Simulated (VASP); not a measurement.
Crystal: InAs.

```
CELL_PARAMETERS angstrom
0.00000 3.01800 3.01800
3.01800 0.00000 3.01800
3.01800 3.01800 0.00000
ATOMIC_POSITIONS crystal
In 0.00000 0.00000 0.00000
As 0.75000 0.75000 0.75000
```

Base run:

| Quantity | Value |
| --- | --- |
| Program | VASP 6.6.1 |
| Functional | TPSS |
| Potentials or basis | VASP PAW PBE potentials, release 64 (In_d, As) |
| Cutoff | 520 eV |
| k mesh | 8 × 8 × 8 |
| Occupations | fermi-dirac, width 0.05 eV |
| Spin | no spin polarisation |

Its results: pressure 3.6 GPa.

Task: The run is repeated on the same cell with these changes: functional from TPSS to revTPSS; further incar settings from ALGO = Normal; EDIFF = 1e-06; NBANDS = 16 to ALGO = Normal; EDIFF = 1e-07. What comes out?

Result: Pressure 2.3 GPa.

Caveats: the PAW data sets were made with another functional, which shifts forces and pressure a little.
